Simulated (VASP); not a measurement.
Se:

```
CELL_PARAMETERS angstrom
4.36620 0.00000 0.00000
-2.18310 3.78124 0.00000
0.00000 0.00000 4.95360
ATOMIC_POSITIONS crystal
Se 0.22540 0.00000 0.33333
Se 0.00000 0.22540 0.66667
Se 0.77460 0.77460 0.00000
```

```yaml
Program: VASP 6.6.1
Task: relaxation of cell and atoms
Functional: PBE
Potentials_or_basis: VASP PAW PBE potentials, release 64 (Se)
Cutoff: 600 eV
k_mesh: 9 × 9 × 6
Occupations: gaussian, width 0.03 eV
Spin: no spin polarisation
```

At the start: pressure 2.9 GPa; volume 27.26 Å³/atom.

Where does the relaxation end?

Over 15 steps the energy falls by 13.6 meV/atom and the volume is 29.81 Å³/atom (+9.3 %); space group P3_121 (No. 152, to 0.05 Å).

The path:
```csv
step,energy change (eV),largest force (eV/Å),pressure (GPa),volume (Å³)
1,0.0000,0.4337,2.91,81.78
2,-0.0048,0.5160,-2.12,87.77
3,-0.0350,0.0942,0.11,84.78
4,-0.0350,0.0850,0.15,84.72
5,-0.0363,0.0652,0.13,85.00
6,-0.0378,0.0064,0.09,85.80
7,-0.0383,0.0174,0.02,86.19
8,-0.0392,0.0509,-0.18,87.33
9,-0.0389,0.1144,-0.51,89.64
10,-0.0394,0.0758,-0.33,88.30
11,-0.0396,0.0722,-0.30,88.36
12,-0.0399,0.0595,-0.25,88.55
13,-0.0404,0.0341,-0.15,88.93
14,-0.0406,0.0203,0.09,89.69
15,-0.0407,0.0001,0.00,89.42
```

Final structure:
```xyz
3
Lattice="4.5233 0.0000 0.0000 -2.2616 3.9173 0.0000 0.0000 0.0000 5.0467" Properties=species:S:1:pos:R:3 pbc="T T T"
Se    0.9907    0.0000    1.6822
Se   -0.4954    0.8580    3.3644
Se    1.7663    3.0593    0.0000
```
